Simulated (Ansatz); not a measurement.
`O=[C](O)[GeH3]` + `CC1C=C1F` → `FC1=C[CH]1[GeH3]` + `CC(=O)O` at 700 K and 1 bar (formal exchange of groups at a Ge–C bond).

Calculated with Ansatz (gas phase, PBE0-D4/def2-TZVP geometries, no zero-point term in ΔE). CBS: MP2 limit from def2 TZ/QZ plus the TZ coupled-cluster correction, frozen cores. For Ge outer-core shells are correlated without core-valence functions, which leaves a few kJ/mol of doubt a bond. Scalar relativity is left out up to krypton. Each species was taken in one conformer, which may not be the lowest.

```
           species  CCSD(T)/CBS energy (Eh)  H − E (kJ/mol)  S (J/(mol·K))
  `O=[C](O)[GeH3]`              -2266.90720           186.6          424.6
        `CC1C=C1F`               -254.89818           267.6          400.4
`FC1=C[CH]1[GeH3]`              -2292.93839           239.1          456.0
         `CC(=O)O`               -228.87529           215.3          365.4
```

H − E and S are ideal-gas, rigid-rotor, harmonic terms from PBE0-D4/def2-TZVP, for one conformer and one mirror image of each species. 1 Eh = 2625.50 kJ/mol, R = 8.31446 J/(mol·K).

Q: By hand: ΔE, ΔH, ΔS and ΔG.

A: ΔE = (-2292.93839) + (-228.87529) − (-2266.90720) − (-254.89818) = -0.00830 Eh = -21.8 kJ/mol. Δ(H − E) = 239.1 + 215.3 − 186.6 − 267.6 = 0.2, so ΔH = -21.6 kJ/mol. ΔS = 456.0 + 365.4 − 424.6 − 400.4 = -3.6 J/(mol·K). ΔG = -21.6 − 700 × (-3.6)/1000 = -19.1 kJ/mol.

Q: By hand: the equilibrium constant, and the temperature at which ΔG would vanish if ΔH and ΔS stayed fixed.

A: log₁₀ K = −ΔG/(RT ln 10) = 1.4. ΔG = 0 at ΔH/ΔS = 6000 K, far beyond where these terms or the molecules hold.

The number of gas molecules stays the same, so ΔS is small and ΔH decides. A doubt of 5 kJ/mol in ΔE shifts log₁₀ K by 0.4 here. Other conformers and mirror images would add mixing entropy, several J/(mol·K) or more a flexible species. Modes under 60 cm⁻¹, often nearly free rotors, make the harmonic entropy too high. These are equilibria of isolated gas molecules and say nothing of rates. Largest T1 diagnostic: 0.015 (customary marks: 0.02 for closed shells, 0.045 for open ones).
